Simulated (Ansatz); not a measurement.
# Bi2Se3 (Paraguanajuatite) under changes of volume

One of the cells (28.378 Å³/atom); the others are scaled copies at fixed shape and fractional positions:

```
Bi Se
1.0
     2.07150    1.19598    9.54533
    -2.07150    1.19598    9.54533
     0.00000   -2.39196    9.54533
Bi Se
2 3
Cartesian
  0.0000 0.0000 17.1587
  0.0000 0.0000 11.4773
  0.0000 0.0000 22.5738
  0.0000 0.0000 6.0622
  0.0000 0.0000 0.0000
```

* Program: Ansatz 0.2.0
* Functional: PBE
* Potentials or basis: Ansatz PAW
* Cutoff: 420 eV (not typed: the program's choice for these potentials)
* k mesh: 8 × 8 × 8
* Occupations: fermi-dirac, width 0.05 eV
* Spin: no spin polarisation

```csv
volume (Å³/atom),energy over the lowest point (meV/atom),pressure (GPa),gap on the mesh (eV),largest force (eV/Å)
26.675,60.29,7.3,0.16,0.685
27.243,?,?,?,?
27.810,20.61,4.0,0.20,0.322
28.378,9.09,2.5,0.22,0.159
28.946,2.38,1.3,0.23,0.100
29.513,0.00,0.1,0.24,0.133
30.081,1.51,-0.9,0.26,0.264
```

Q: What does the run at 27.243 Å³/atom give?

A: Energy over the lowest point 37.48 meV/atom; pressure 5.6 GPa; gap on the mesh 0.18 eV; largest force 0.497 eV/Å.

Worked out: A Birch-Murnaghan fit of order 3 (a polynomial in V^(-2/3)) to the other rows has its minimum at 29.57 Å³/atom with B0 = V·E''(V) = 57 GPa and B' = 4.5 at fixed shape and positions, which overstates the stiffness. It gives 37.46 meV/atom at 27.243 Å³/atom, against the run's 37.48, and -dE/dV = 5.6 GPa, against 5.6. A straight line through the other rows of the gap, of slope 0.8 eV per unit of ln V (its deformation potential), gives 0.18 eV, against the run's 0.18.

Energies are extrapolated to zero smearing.

Caveats: spin-orbit coupling is left out, which as a rule narrows the gap of such compounds by several tenths of an eV.

A mesh can miss the band edges.
